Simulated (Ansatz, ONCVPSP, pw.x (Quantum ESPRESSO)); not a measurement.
# pw.x on bcc O: one setting changed

Potential: optimised norm-conserving Vanderbilt (ONCV), ONCVPSP 4.0.1.1 (patched build), PBE; core [He], reference 2s2 2p1; waves: 2s: rc 0.70 bohr, ncon 4, nbas 7, qcut 10.5 1/bohr, 2 projectors, debl 1.5 Ha; 2p: rc 1.55 bohr, ncon 4, nbas 9, qcut 11 1/bohr, 1 projector; d scattering state at 0.26 Ha: rc 1.40 bohr, ncon 3, nbas 7, qcut 8 1/bohr, 2 projectors, debl 0.8 Ha; local part: polynomial inside 0.50 bohr (lpopt 5, dvloc0 6 Ha); core correction: Teter function, fcfact 1.75, rcfact 1.35. In the s channel the program set the typed energies aside and used -2.921, 0.250 Ha.

The reference run (k-mesh 18³, cutoffs 135/540 Ry, Fermi–Dirac 0.01 Ry, mixing_beta 0.4, conv_thr 1e-9, no spin) gives -0.09 GPa at 7.756 Å³/atom, where all-electron LAPW gives 1.16 GPa. This run, with its own iteration cap, changes k-mesh points per axis to 8.

```
&control
  calculation='scf', prefix='x', pseudo_dir='./', outdir='./tmp', tstress=.true., disk_io='none'
/
&system
  ibrav=0, nat=1, ntyp=1, ecutwfc=135, ecutrho=540, nbnd=10,
  occupations='smearing', smearing='fd', degauss=0.01
/
&electrons
  conv_thr=1e-09, mixing_beta=0.4, electron_maxstep=60
/
ATOMIC_SPECIES
O 1.0 O.UPF
CELL_PARAMETERS angstrom
  -1.24697937 1.24697937 1.24697937
  1.24697937 -1.24697937 1.24697937
  1.24697937 1.24697937 -1.24697937
ATOMIC_POSITIONS crystal
O 0.0000 0.0000 0.0000
K_POINTS automatic
8 8 8 0 0 0
```

```bash
pw.x < O.scf.in > O.scf.out
```

**Question.** How does the run end?

**Answer.** It converges in 9 iterations; the free energy moves by -17.1 meV/atom and the pressure by -1.08 GPa.

```
Message from routine setup:
     using ibrav=0 with symmetry is DISCOURAGED, use correct ibrav instead
     lattice parameter (alat)  =       4.0815  a.u.
     unit-cell volume          =      52.3401 (a.u.)^3
     number of electrons       =         6.00
     number of Kohn-Sham states=           10
     kinetic-energy cutoff     =     135.0000  Ry
     charge density cutoff     =     540.0000  Ry
     scf convergence threshold =      1.0E-09
     Exchange-correlation= PBE
     number of k points=    29  Fermi-Dirac smearing, width (Ry)=  0.0100
     iteration #  1     ecut=   135.00 Ry     beta= 0.40
     total energy              =     -31.94777982 Ry
     estimated scf accuracy    <       1.84868190 Ry
     iteration #  2     ecut=   135.00 Ry     beta= 0.40
     total energy              =     -31.97357043 Ry
     estimated scf accuracy    <       0.19909500 Ry
     iteration #  3     ecut=   135.00 Ry     beta= 0.40
     total energy              =     -32.01031197 Ry
     estimated scf accuracy    <       0.00013083 Ry
     iteration #  4     ecut=   135.00 Ry     beta= 0.40
     total energy              =     -32.01052432 Ry
     estimated scf accuracy    <       0.00006821 Ry
     iteration #  5     ecut=   135.00 Ry     beta= 0.40
     total energy              =     -32.01053570 Ry
     estimated scf accuracy    <       0.00000536 Ry
     iteration #  6     ecut=   135.00 Ry     beta= 0.40
     total energy              =     -32.01053592 Ry
     estimated scf accuracy    <       0.00000029 Ry
     iteration #  7     ecut=   135.00 Ry     beta= 0.40
     total energy              =     -32.01053593 Ry
     estimated scf accuracy    <          1.5E-09 Ry
     iteration #  8     ecut=   135.00 Ry     beta= 0.40
     total energy              =     -32.01053593 Ry
     estimated scf accuracy    <          1.2E-09 Ry
     iteration #  9     ecut=   135.00 Ry     beta= 0.40
     the Fermi energy is     5.1241 ev
!    total energy              =     -32.01053593 Ry
     estimated scf accuracy    <          5.7E-12 Ry
     smearing contrib. (-TS)   =      -0.00363686 Ry
     The total energy is F=E-TS. E is the sum of the following terms:
     one-electron contribution =      -2.14167893 Ry
     hartree contribution      =       4.90166634 Ry
     xc contribution           =      -6.96819939 Ry
     ewald contribution        =     -27.79868709 Ry
     convergence has been achieved in   9 iterations
          total   stress  (Ry/bohr**3)                   (kbar)     P=      -11.78
     Message from routine punch:
     Nothing written, as per user request (disk_io='none')
```

The run took about 3.4 s on one core of a shared host (Neoverse-V2, 96 threads, 371 GiB, load 42).
